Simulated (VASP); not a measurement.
# Al (Fm-3m) in VASP: a series of runs

Aim: see how the results for Al move with the level of theory and the settings. Levels: PBE, LDA. Tasks: single point.

Everything below comes from runs of VASP 6.6.1. Logs are shortened: lines on timing, memory, paths and dates and some standing lists are left out, and cuts for length are marked.

## 1. The undisturbed crystal

Symmetry: Fm-3m, No. 225, cubic system. Conventional cell: a = 4.050 Å, b = 4.050 Å, c = 4.050 Å, α = 90.00°, β = 90.00°, γ = 90.00°. Al (site symmetry m-3m) has 12 Al at 2.86 Å as nearest neighbours.

## 2. Single point, PBE (grid = ENCUT=520 dk=0.35 cell=2x2x2 ISMEAR=1 SIGMA=0.1 LREAL=Auto EDIFF=1e-06)

INCAR reads:

```
SYSTEM = Al7Cu
  PREC = Accurate
  ENCUT = 520
  EDIFF = 1E-6
  ISMEAR = 1
  SIGMA = 0.1
  LREAL = Auto
  LASPH = .TRUE.
  NELM = 120
  ALGO = Fast
  ISIF = 2
  LWAVE = .FALSE.
  LCHARG = .FALSE.
  GGA = PE
  NBANDS = 24
```

KPOINTS reads:

```
Automatic mesh
0
G
  4 4 4
  0 0 0
```

POSCAR reads:

```
Al7Cu
1.0
    0.0000000000      4.0496100000      4.0496100000
    4.0496100000      0.0000000000      4.0496100000
    4.0496100000      4.0496100000      0.0000000000
Cu Al
1 7
Direct
    0.0000000000      0.0000000000      0.0000000000
    0.0000000000      0.0000000000      0.5000000000
    0.0000000000      0.5000000000      0.0000000000
    0.0000000000      0.5000000000      0.5000000000
    0.5000000000      0.0000000000      0.0000000000
    0.5000000000      0.0000000000      0.5000000000
    0.5000000000      0.5000000000      0.0000000000
    0.5000000000      0.5000000000      0.5000000000
```

Potentials or basis: VASP PAW PBE potentials, release 64 (Cu, Al).

The run is started by

```console
$ cat potpaw_PBE.64/Cu/POTCAR potpaw_PBE.64/Al/POTCAR > POTCAR
$ mpirun -np 1 vasp_std > vasp.out
```

OUTCAR:

```text
SYSTEM = Al7Cu
   PREC = Accurate
   ENCUT = 520
   EDIFF = 1E-6
   ISMEAR = 1
   LREAL = Auto
   LASPH = .TRUE.
   NELM = 120
   ISIF = 2
   GGA = PE

 Found      8 irreducible k-points:

 Following reciprocal coordinates:
            Coordinates               Weight
  0.000000  0.000000  0.000000      1.000000
  0.250000  0.000000  0.000000      8.000000
  0.500000  0.000000  0.000000      4.000000
  0.250000  0.250000  0.000000      6.000000
  0.500000  0.250000  0.000000     24.000000
 -0.250000  0.250000  0.000000     12.000000
   k-points           NKPTS =      8   k-points in BZ     NKDIM =      8   number of bands    NBANDS=     24
   number of dos      NEDOS =    301   number of ions     NIONS =      8
   total plane-waves  NPLWV = 110592
   dimension x,y,z NGX =    48 NGY =   48 NGZ =   48
   dimension x,y,z NGXF=    96 NGYF=   96 NGZF=   96
   ions per type =               1   7
   NGX,Y,Z   is equivalent  to a cutoff of  13.93, 13.93, 13.93 a.u.
   NGXF,Y,Z  is equivalent  to a cutoff of  27.87, 27.87, 27.87 a.u.
 SYSTEM =  Al7Cu
   PREC   = accura    normal or accurate (medium, high low for compatibility)
   ISTART =      0    job   : 0-new  1-cont  2-samecut
   ICHARG =      2    charge: 1-file 2-atom 10-const
   ISPIN  =      1    spin polarized calculation?
   LNONCOLLINEAR =      F non collinear calculations
   LSORBIT =      F    spin-orbit coupling
   LASPH  =      T    aspherical Exc in radial PAW
   ENCUT  =  520.0 eV  38.22 Ry    6.18 a.u.  10.65 10.65 10.65*2*pi/ulx,y,z
   NELM   =    120;   NELMIN=  2; NELMDL= -5     # of ELM steps
   EDIFF  = 0.1E-05   stopping-criterion for ELM
   LREAL  =      T    real-space projection
   EDIFFG = 0.1E-04   stopping-criterion for IOM
   NSW    =      0    number of steps for IOM
[... 5 lines left out ...]
   TEBEG  =    0.0;   TEEND  =   0.0 temperature during run
   PSTRESS=    0.0 pullay stress
   NELECT =      32.0000    total number of electrons
   NUPDOWN=      -1.0000    fix difference up-down
   EMIN   =  10.00;   EMAX   =-10.00  energy-range for DOS
   EFERMI =   0.00;   METHOD = LEGACY
   ISMEAR =     1;   SIGMA  =   0.10  broadening in eV -4-tet -1-fermi 0-gaus
   EFERMI_NEDOS =   21; number of points for ismear=-14 and -15
   IALGO  =     68    algorithm
   IMIX   =      4    mixing-type and parameters
     AMIX     =   0.40;   BMIX     =  1.00
     AMIX_MAG =   1.60;   BMIX_MAG =  1.00
  volume/ion in A,a.u.               =      16.60       112.04
  Fermi-wavevector in a.u.,A,eV,Ry     =   1.018673  1.925014 14.118704  1.037695
  Thomas-Fermi vector in A             =   2.152144
   LORBIT       =      0    0 simple, 1 ext, 2 COOP (PROOUT), +10 PAW based schemes
   GGA     = PE    functional components
   LHFCALC =     F    Hartree Fock is set to
   AEXX    =    0.0000 exact exchange contribution
   IVDW    =     0    specifies the selected vdW correction
   LEPSILON=     F    determine dielectric tensor
   LRPA    =     F    only Hartree local field effects (RPA)
 non-spin polarized calculation
 RMM-DIIS sequential band-by-band and
 Methfessel and Paxton  Order N= 1 SIGMA  =   0.10
  energy-cutoff  :      520.00
  volume of cell :      132.82
 maximum number of plane-waves:      3600
 NGX is ok and might be reduce to    48
   NGX = 21   NGY = 21   NGZ = 21

 number of electron      32.0000008 magnetization

 Free energy of the ion-electron system (eV)
  ---------------------------------------------------
  ext. energy  EPLUGINS =         0.00000000
  ---------------------------------------------------
  free energy    TOTEN  =       -29.73367760 eV

  energy without entropy =      -29.73487411  energy(sigma->0) =      -29.73407643

 E-fermi :   7.3315     XC(G=0): -10.2704

 val. band max:        7.3203879442   @ k =   0.5000   0.0000   0.0000
 cond. band min:       7.3329638461   @ k =   0.5000   0.5000   0.0000
 fundamental gap:      0.0125759019
 Fermi energy:         7.3315472651

 k-point     1 :       0.0000    0.0000    0.0000
  band No.  band energies     occupation
      1      -3.2127      2.00000
      2       2.8243      2.00000
      3       2.8243      2.00000
      4       2.8243      2.00000
      5       3.0229      2.00000
      6       3.4048      2.00000
[... 16 lines left out ...]
     23      13.3265      0.00000
     24      13.6149      0.00000

 k-point     2 :       0.2500    0.0000    0.0000
  band No.  band energies     occupation
      1      -2.7923      2.00000
      2       0.5082      2.00000
      3       2.4952      2.00000
      4       2.4952      2.00000
      5       2.6666      2.00000
      6       3.4596      2.00000
[... 16 lines left out ...]
     23      10.3908      0.00000
     24      13.6658      0.00000

 k-point     3 :       0.5000    0.0000    0.0000
  band No.  band energies     occupation
      1      -1.6769      2.00000
      2      -1.3855      2.00000
      3       2.4033      2.00000
      4       2.4033      2.00000
      5       2.6131      2.00000
      6       3.0603      2.00000
[... 16 lines left out ...]
     23      11.4912      0.00000
     24      11.9478      0.00000

 k-point     4 :       0.2500    0.2500    0.0000
  band No.  band energies     occupation
      1      -2.6524      2.00000
      2       1.4077      2.00000
      3       1.5027      2.00000
      4       1.7239      2.00000
      5       1.7239      2.00000
      6       2.4290      2.00000
[... 16 lines left out ...]
     23      11.1331      0.00000
     24      11.4669      0.00000

 k-point     5 :       0.5000    0.2500    0.0000
  band No.  band energies     occupation
      1      -1.6914      2.00000
      2      -0.5690      2.00000
      3       0.5124      2.00000
      4       1.6034      2.00000
      5       1.7028      2.00000
      6       3.5314      2.00000
[... 16 lines left out ...]
     23      11.3504      0.00000
     24      11.5023      0.00000

 k-point     6 :      -0.2500    0.2500    0.0000
  band No.  band energies     occupation
      1      -2.0996      2.00000
      2      -0.0114      2.00000
      3       0.2510      2.00000
      4       2.1988      2.00000
      5       2.3564      2.00000
      6       3.5085      2.00000
[... 16 lines left out ...]
     23      11.4640      0.00000
     24      11.9042      0.00000

 [... further k-points ...]

------------------------ aborting loop because EDIFF is reached ----------------------------------------

  FORCE on cell =-STRESS in cart. coord.  units (eV):
  Direction    XX          YY          ZZ          XY          YZ          ZX
  --------------------------------------------------------------------------------------
  -------------------------------------------------------------------------------------
  Total       -3.4779206     -3.4779206     -3.4779206      0.0000000      0.0000000      0.0000000
  in kB      -41.9527708    -41.9527708    -41.9527708      0.0000000      0.0000000      0.0000000
  external PRESSURE =     -41.9527708 kB  Pullay stress =       0.0000000 kB

 VOLUME and BASIS-vectors are now :
 -----------------------------------------------------------------------------
  energy-cutoff  :      520.00
  volume of cell :      132.82
      direct lattice vectors                 reciprocal lattice vectors
     0.000000000  4.049610000  4.049610000    -0.123468680  0.123468680  0.123468680
     4.049610000  0.000000000  4.049610000     0.123468680 -0.123468680  0.123468680
     4.049610000  4.049610000  0.000000000     0.123468680  0.123468680 -0.123468680

 POSITION                                       TOTAL-FORCE (eV/Angst)
 -----------------------------------------------------------------------------------
      0.00000      0.00000      0.00000        -0.000000      0.000000     -0.000000
      2.02481      2.02481      0.00000        -0.000000     -0.000000     -0.000000
      2.02481      0.00000      2.02481         0.000000     -0.000000     -0.000000
      4.04961      2.02481      2.02481         0.000000      0.000000      0.000000
      0.00000      2.02481      2.02481        -0.000000     -0.000000      0.000000
      2.02481      4.04961      2.02481         0.000000      0.000000     -0.000000
      2.02481      2.02481      4.04961        -0.000000      0.000000     -0.000000
      4.04961      4.04961      4.04961        -0.000000      0.000000     -0.000000
 -----------------------------------------------------------------------------------
    total drift:                                0.000000     -0.000000     -0.000000

  FREE ENERGIE OF THE ION-ELECTRON SYSTEM (eV)
  ---------------------------------------------------
  free  energy   TOTEN  =       -29.7336775955 eV

  energy  without entropy=      -29.7348741115  energy(sigma->0) =      -29.73407643
```

It took 2.3 min on 1 thread of Intel Xeon Platinum 8375C at 2.90GHz (Ice Lake), shared host; peak memory 0.31 GiB.

These settings aren't checked as converged: the numbers below hold their error.

What came out:

| Quantity | Value |
| --- | --- |
| Free energy | -29.7337 eV |
| Pressure | -4.2 GPa |
| Band gap on the k mesh | none (metal or under the smearing width) |

## 3. Single point, PBE (grid = ENCUT=400 dk=0.27 cell=2x2x2 ISMEAR=1 SIGMA=0.1 LREAL=Auto EDIFF=1e-06)

INCAR, as its differences from that of step 2:

```diff
@@ -2,3 +2,3 @@
   PREC = Accurate
-  ENCUT = 520
+  ENCUT = 400
   EDIFF = 1E-6
```

KPOINTS reads:

```
Automatic mesh
0
G
  5 5 5
  0 0 0
```

POSCAR is that of step 2.

Potentials or basis: VASP PAW PBE potentials, release 64 (Cu, Al).

The run is started by

```console
$ cat potpaw_PBE.64/Cu/POTCAR potpaw_PBE.64/Al/POTCAR > POTCAR
$ mpirun -np 1 vasp_std > vasp.out
```

OUTCAR:

```text
SYSTEM = Al7Cu
   PREC = Accurate
   ENCUT = 400
   EDIFF = 1E-6
   ISMEAR = 1
   LREAL = Auto
   LASPH = .TRUE.
   NELM = 120
   ISIF = 2
   GGA = PE

 Found     10 irreducible k-points:

 Following reciprocal coordinates:
            Coordinates               Weight
  0.000000  0.000000  0.000000      1.000000
  0.200000  0.000000  0.000000      8.000000
  0.400000  0.000000  0.000000      8.000000
  0.200000  0.200000  0.000000      6.000000
  0.400000  0.200000  0.000000     24.000000
 -0.400000  0.200000  0.000000     24.000000
   k-points           NKPTS =     10   k-points in BZ     NKDIM =     10   number of bands    NBANDS=     24
   number of dos      NEDOS =    301   number of ions     NIONS =      8
   total plane-waves  NPLWV =  64000
   dimension x,y,z NGX =    40 NGY =   40 NGZ =   40
   dimension x,y,z NGXF=    80 NGYF=   80 NGZF=   80
   ions per type =               1   7
   NGX,Y,Z   is equivalent  to a cutoff of  11.61, 11.61, 11.61 a.u.
   NGXF,Y,Z  is equivalent  to a cutoff of  23.22, 23.22, 23.22 a.u.
 SYSTEM =  Al7Cu
   PREC   = accura    normal or accurate (medium, high low for compatibility)
   ISTART =      0    job   : 0-new  1-cont  2-samecut
   ICHARG =      2    charge: 1-file 2-atom 10-const
   ISPIN  =      1    spin polarized calculation?
   LNONCOLLINEAR =      F non collinear calculations
   LSORBIT =      F    spin-orbit coupling
   LASPH  =      T    aspherical Exc in radial PAW
   ENCUT  =  400.0 eV  29.40 Ry    5.42 a.u.   9.34  9.34  9.34*2*pi/ulx,y,z
   NELM   =    120;   NELMIN=  2; NELMDL= -5     # of ELM steps
   EDIFF  = 0.1E-05   stopping-criterion for ELM
   LREAL  =      T    real-space projection
   EDIFFG = 0.1E-04   stopping-criterion for IOM
   NSW    =      0    number of steps for IOM
   IBRION =     -1    ionic relax: 0-MD 1-quasi-New 2-CG
   NFREE  =      0    steps in history (QN), initial steepest desc. (CG)
   ISIF   =      2    stress and relaxation
   ISYM   =      2    0-nonsym 1-usesym 2-fastsym
   POTIM  = 0.5000    time-step for ionic-motion
   TEBEG  =    0.0;   TEEND  =   0.0 temperature during run
   PSTRESS=    0.0 pullay stress
   NELECT =      32.0000    total number of electrons
   NUPDOWN=      -1.0000    fix difference up-down
   EMIN   =  10.00;   EMAX   =-10.00  energy-range for DOS
   EFERMI =   0.00;   METHOD = LEGACY
   ISMEAR =     1;   SIGMA  =   0.10  broadening in eV -4-tet -1-fermi 0-gaus
   EFERMI_NEDOS =   21; number of points for ismear=-14 and -15
   IALGO  =     68    algorithm
   IMIX   =      4    mixing-type and parameters
     AMIX     =   0.40;   BMIX     =  1.00
     AMIX_MAG =   1.60;   BMIX_MAG =  1.00
  volume/ion in A,a.u.               =      16.60       112.04
  Fermi-wavevector in a.u.,A,eV,Ry     =   1.018673  1.925014 14.118704  1.037695
  Thomas-Fermi vector in A             =   2.152144
   LORBIT       =      0    0 simple, 1 ext, 2 COOP (PROOUT), +10 PAW based schemes
   GGA     = PE    functional components
   LHFCALC =     F    Hartree Fock is set to
   AEXX    =    0.0000 exact exchange contribution
   IVDW    =     0    specifies the selected vdW correction
   LEPSILON=     F    determine dielectric tensor
   LRPA    =     F    only Hartree local field effects (RPA)
 non-spin polarized calculation
 RMM-DIIS sequential band-by-band and
 Methfessel and Paxton  Order N= 1 SIGMA  =   0.10
  energy-cutoff  :      400.00
  volume of cell :      132.82
 maximum number of plane-waves:      2428
 NGX is ok and might be reduce to    40
   NGX = 19   NGY = 19   NGZ = 19

 number of electron      32.0000011 magnetization

 Free energy of the ion-electron system (eV)
  ---------------------------------------------------
  ext. energy  EPLUGINS =         0.00000000
  ---------------------------------------------------
  free energy    TOTEN  =       -30.18614376 eV

  energy without entropy =      -30.19241175  energy(sigma->0) =      -30.18823309

 E-fermi :   7.3657     XC(G=0): -10.2698

 val. band max:        7.3304156673   @ k =  -0.2000   0.2000   0.0000
 cond. band min:       7.6132907232   @ k =   0.4000   0.4000   0.0000
 fundamental gap:      0.2828750559
 Fermi energy:         7.3657014078

 k-point     1 :       0.0000    0.0000    0.0000
  band No.  band energies     occupation
      1      -3.2190      2.00000
      2       2.8566      2.00000
      3       2.8566      2.00000
      4       2.8566      2.00000
      5       3.0000      2.00000
      6       3.3962      2.00000
[... 16 lines left out ...]
     23      13.3003      0.00000
     24      13.6123      0.00000

 k-point     2 :       0.2000    0.0000    0.0000
  band No.  band energies     occupation
      1      -2.9499      2.00000
      2       0.9879      2.00000
      3       2.5670      2.00000
      4       2.5670      2.00000
      5       2.7444      2.00000
      6       3.5764      2.00000
[... 16 lines left out ...]
     23      11.0512      0.00000
     24      13.5271      0.00000

 k-point     3 :       0.4000    0.0000    0.0000
  band No.  band energies     occupation
      1      -2.1548      2.00000
      2      -0.7950      2.00000
      3       2.4130      2.00000
      4       2.4130      2.00000
      5       2.5783      2.00000
      6       3.1759      2.00000
[... 16 lines left out ...]
     23      10.8820      0.00000
     24      12.8612      0.00000

 k-point     4 :       0.2000    0.2000    0.0000
  band No.  band energies     occupation
      1      -2.8603      2.00000
      2       1.6307      2.00000
      3       1.9322      2.00000
      4       1.9322      2.00000
      5       1.9690      2.00000
      6       2.8540      2.00000
[... 16 lines left out ...]
     23      11.6848      0.00000
     24      12.0356      0.00000

 k-point     5 :       0.4000    0.2000    0.0000
  band No.  band energies     occupation
      1      -2.2387      2.00000
      2      -0.0354      2.00000
      3       1.1716      2.00000
      4       1.6998      2.00000
      5       1.8904      2.00000
      6       3.3660      2.00000
[... 16 lines left out ...]
     23      11.8259      0.00000
     24      11.9222      0.00000

 k-point     6 :      -0.4000    0.2000    0.0000
  band No.  band energies     occupation
      1      -1.5664      2.00000
      2      -1.0342      2.00000
      3       0.6646      2.00000
      4       1.9305      2.00000
      5       2.0796      2.00000
      6       3.6814      2.00000
[... 16 lines left out ...]
     23      11.3033      0.00000
     24      12.1666      0.00000

 [... further k-points ...]

------------------------ aborting loop because EDIFF is reached ----------------------------------------

  FORCE on cell =-STRESS in cart. coord.  units (eV):
  Direction    XX          YY          ZZ          XY          YZ          ZX
  --------------------------------------------------------------------------------------
  -------------------------------------------------------------------------------------
  Total       -3.1660812     -3.1660812     -3.1660812      0.0000000      0.0000000     -0.0000000
  in kB      -38.1911767    -38.1911767    -38.1911767      0.0000000      0.0000000     -0.0000000
  external PRESSURE =     -38.1911767 kB  Pullay stress =       0.0000000 kB

 VOLUME and BASIS-vectors are now :
 -----------------------------------------------------------------------------
  energy-cutoff  :      400.00
  volume of cell :      132.82
      direct lattice vectors                 reciprocal lattice vectors
     0.000000000  4.049610000  4.049610000    -0.123468680  0.123468680  0.123468680
     4.049610000  0.000000000  4.049610000     0.123468680 -0.123468680  0.123468680
     4.049610000  4.049610000  0.000000000     0.123468680  0.123468680 -0.123468680

 POSITION                                       TOTAL-FORCE (eV/Angst)
 -----------------------------------------------------------------------------------
      0.00000      0.00000      0.00000         0.000000      0.000000     -0.000000
      2.02481      2.02481      0.00000        -0.000000     -0.000000      0.000000
      2.02481      0.00000      2.02481         0.000000     -0.000000      0.000000
      4.04961      2.02481      2.02481        -0.000000      0.000000      0.000000
      0.00000      2.02481      2.02481        -0.000000     -0.000000      0.000000
      2.02481      4.04961      2.02481         0.000000     -0.000000     -0.000000
      2.02481      2.02481      4.04961        -0.000000      0.000000     -0.000000
      4.04961      4.04961      4.04961        -0.000000     -0.000000      0.000000
 -----------------------------------------------------------------------------------
    total drift:                                0.000000     -0.000000     -0.000000

  FREE ENERGIE OF THE ION-ELECTRON SYSTEM (eV)
  ---------------------------------------------------
  free  energy   TOTEN  =       -30.1861437615 eV

  energy  without entropy=      -30.1924117485  energy(sigma->0) =      -30.18823309
```

Wall time 1.7 min (1 thread of Intel Xeon Platinum 8375C at 2.90GHz (Ice Lake), shared host); peak memory 0.23 GiB.

These settings aren't checked as converged: the numbers below hold their error.

Results:

| Item | Value |
| --- | --- |
| Free energy | -30.1861 eV |
| Pressure | -3.8 GPa |
| Band gap on the k mesh | none (metal or under the smearing width) |

[end of part 1 of 2]
